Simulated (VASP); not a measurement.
The system is BaH2.

```
Ba H
1.0
     4.46203    0.00000    0.00000
    -2.23101    3.86423    0.00000
     0.00000    0.00000    6.05529
Ba H
2 4
Direct
  0.33333 0.66667 0.25000
  0.66667 0.33333 0.75000
  0.00000 0.00000 0.00000
  0.00000 0.00000 0.50000
  0.66667 0.33333 0.25000
  0.33333 0.66667 0.75000
```

The cell comes from a database or a generator and needn't be the stable form of this composition.

| Quantity | Value |
| --- | --- |
| Program | VASP 6.6.1 |
| Task | single point |
| Functional | PBEsol |
| Potentials or basis | VASP PAW PBE potentials, release 64 (Ba_sv, H) |
| Cutoff | 520 eV |
| k mesh | 7 × 7 × 5 |
| Occupations | fermi-dirac, width 0.05 eV |
| Spin | no spin polarisation |

On this cell: pressure -1.8 GPa; largest force under 0.003 eV/Å; band gap on the k mesh 1.66 eV, indirect (least direct gap 2.50 eV).

The same run follows on a disturbed copy (atoms moved at random, drawn with an rms of 0.05 Å):

```
CELL_PARAMETERS angstrom
4.46203 0.00000 0.00000
-2.23101 3.86423 0.00000
0.00000 0.00000 6.05529
ATOMIC_POSITIONS crystal
Ba 0.33096 0.66817 0.25348
Ba 0.66834 0.33550 0.75552
H 0.99525 0.99406 0.99873
H 0.99374 0.99517 0.49997
H 0.66771 0.33421 0.25824
H 0.32475 0.64893 0.74858
```

**Question.** What changes?

**Answer.** The energy moves by +1.8 meV/atom; pressure -1.7 GPa; largest force 0.203 eV/Å; band gap on the k mesh 1.65 eV, indirect (least direct gap 2.50 eV).

Forces in eV/Å, atoms in the order of the input:
```
Ba   0.053 -0.025  0.043
Ba  -0.019 -0.163 -0.099
H    0.007  0.001  0.040
H    0.013 -0.003  0.025
H   -0.045 -0.012 -0.025
H   -0.008  0.202  0.016
```

Stress tensor (GPa, compression positive):
```
-1.47  0.14  0.00
 0.14 -1.94  0.00
 0.00  0.00 -1.78
```

Caveats: the PAW data sets were made with another functional, which shifts forces and pressure a little; spin-orbit coupling is left out, which moves the levels of the heavy elements; an odd mesh through Γ misses points on the zone boundary, where band edges often lie.
